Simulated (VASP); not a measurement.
Output of a VASP run:

### OSZICAR
```
       N       E                     dE             d eps       ncg     rms          rms(c)
DAV:   1     0.212857193565E+03    0.21286E+03   -0.16397E+04   928   0.179E+03
DAV:   2    -0.287534956474E+02   -0.24161E+03   -0.23498E+03  1216   0.426E+02
DAV:   3    -0.369079590330E+02   -0.81545E+01   -0.81465E+01  1416   0.798E+01
DAV:   4    -0.371124419648E+02   -0.20448E+00   -0.20446E+00  1216   0.975E+00
DAV:   5    -0.371168570896E+02   -0.44151E-02   -0.44151E-02  1288   0.120E+00    0.333E+01
DAV:   6    -0.312252737047E+02    0.58916E+01   -0.32047E+01   976   0.473E+01    0.144E+01
DAV:   7    -0.311719380321E+02    0.53336E-01   -0.12145E+00  1272   0.921E+00    0.871E+00
DAV:   8    -0.311296986408E+02    0.42239E-01   -0.14441E-01  1216   0.397E+00    0.447E-01
DAV:   9    -0.311275420350E+02    0.21566E-02   -0.23840E-02  1136   0.106E+00    0.285E-01
DAV:  10    -0.311275069798E+02    0.35055E-04   -0.45077E-03  1176   0.681E-01    0.182E-01
DAV:  11    -0.311274792078E+02    0.27772E-04   -0.97065E-04  1152   0.290E-01    0.107E-01
DAV:  12    -0.311274505248E+02    0.28683E-04   -0.11697E-04  1160   0.934E-02    0.832E-03
DAV:  13    -0.311274503793E+02    0.14544E-06   -0.59925E-06  1072   0.225E-02
   1 F= -.25688142E+02 E0= -.25688142E+02  d E =-.256881E+02
```

**OUTCAR**
```
------------------------ aborting loop because EDIFF is reached ----------------------------------------
  FORCE on cell =-STRESS in cart. coord.  units (eV):
  Direction    XX          YY          ZZ          XY          YZ          ZX
  --------------------------------------------------------------------------------------
  Total        5.3953645      5.3953645      5.3953645      0.0000000      0.0000000      0.0000000
  in kB      297.5763214    297.5763214    297.5763214      0.0000000      0.0000000      0.0000000
  external PRESSURE =      -2.4236786 kB  Pullay stress =     300.0000000 kB
  volume of cell :       29.05
      direct lattice vectors                 reciprocal lattice vectors
     0.000000000  2.439875515  2.439875515    -0.204928488  0.204928488  0.204928488
     2.439875515  0.000000000  2.439875515     0.204928488 -0.204928488  0.204928488
     2.439875515  2.439875515  0.000000000     0.204928488  0.204928488 -0.204928488
 POSITION                                       TOTAL-FORCE (eV/Angst)
 -----------------------------------------------------------------------------------
      0.00000      0.00000      0.00000        -0.000000     -0.000000     -0.000000
      1.21994      1.21994      1.21994         0.000000      0.000000      0.000000
      3.65981      3.65981      3.65981        -0.000000     -0.000000     -0.000000
 -----------------------------------------------------------------------------------
    total drift:                                0.000000      0.000000      0.000000
  FREE ENERGIE OF THE ION-ELECTRON SYSTEM (eV)
  ---------------------------------------------------
  free  energy   TOTEN  =       -31.1274503793 eV

  energy  without entropy=      -31.1274503793  energy(sigma->0) =      -31.12745038
  enthalpy is  TOTEN    =       -25.6881420938 eV   P V=        5.4393082855

 reached required accuracy - stopping structural energy minimisation
```
(Selected blocks of OUTCAR.)

POSCAR:
```
ZrO2
1
   -0.0000000000     2.4398755149     2.4398755149
    2.4398755149    -0.0000000000     2.4398755149
    2.4398755149     2.4398755149     0.0000000000
Zr O
1 2
Direct
  0.0000000000   0.0000000000   0.0000000000
  0.2500000000   0.2500000000   0.2500000000
  0.7500000000   0.7500000000   0.7500000000
```

Problem. Reconstruct the remaining input files.

Solution. This is not unique; one that fits is the input of the run itself, LDA (Ceperley-Alder, Perdew-Zunger), plane waves, VASP's LDA PAW potentials (set 64).

File KPOINTS:
```
Automatic
0
gamma
8 8 8
```

INCAR:
```
ALGO = Normal
EDIFF = 1E-6
EDIFFG = -0.02
ENCUT = 620
IBRION = 2
ISIF = 3
ISMEAR = 0
LASPH = .True.
LCHARG = .False.
LMAXMIX = 4
LREAL = .False.
LWAVE = .False.
NELM = 100
NSW = 40
PREC = Accurate
PSTRESS = 300
SIGMA = 0.05
SYSTEM = ZrO2
```

POTCAR, in this order: Zr_sv O (LDA.64 set). Program: vasp_std.

The compound is ZrO2 in the fluorite structure, the high-temperature cubic form, which is unstable at 0 K; the monoclinic form is the stable one. It was relaxed first under an external pressure of 30 GPa.
